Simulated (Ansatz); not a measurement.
# Sn under changes of volume

One of the cells (27.650 Å³/atom); the others are scaled copies at fixed shape and fractional positions:

```xyz
2
Lattice="-2.9401 2.9401 1.5993 2.9401 -2.9401 1.5993 2.9401 2.9401 -1.5993" Properties=species:S:1:pos:R:3 pbc="T T T"
Sn    0.0000    0.0000    0.0000
Sn    0.0000    2.9401    0.7997
```

```yaml
Program: Ansatz 0.2.0
Functional: HSE06
Potentials_or_basis: Ansatz PAW
Cutoff: "420 eV (not typed: the program's choice for these potentials)"
k_mesh: 6 × 6 × 6
Occupations: fermi-dirac, width 0.05 eV
Spin: no spin polarisation
```

| volume (Å³/atom) | energy over the lowest point (meV/atom) | pressure (GPa) |
| --- | --- | --- |
| 25.991 | 11.21 | 3.0 |
| 26.544 | 3.29 | 1.6 |
| 27.097 | 0.00 | 0.4 |
| 27.650 | 0.83 | -0.7 |
| 28.203 | 5.28 | -1.7 |
| 28.756 | ? | ? |
| 29.309 | 23.30 | -3.3 |

What does the run at 28.756 Å³/atom give?

Energy over the lowest point 12.91 meV/atom; pressure -2.6 GPa.

Worked out: A Birch-Murnaghan fit of order 3 (a polynomial in V^(-2/3)) to the other rows has its minimum at 27.25 Å³/atom with B0 = V·E''(V) = 56 GPa and B' = 5.3 at fixed shape and positions, which overstates the stiffness. It gives 12.89 meV/atom at 28.756 Å³/atom, against the run's 12.91, and -dE/dV = -2.6 GPa, against -2.6.

Energies are extrapolated to zero smearing.

Caveats: all runs use coarse meshes; the PAW data sets come from PBE, with cores solved anew for the run's functional, which leaves a small shift of forces and pressure; the thresholds are loose for stress.
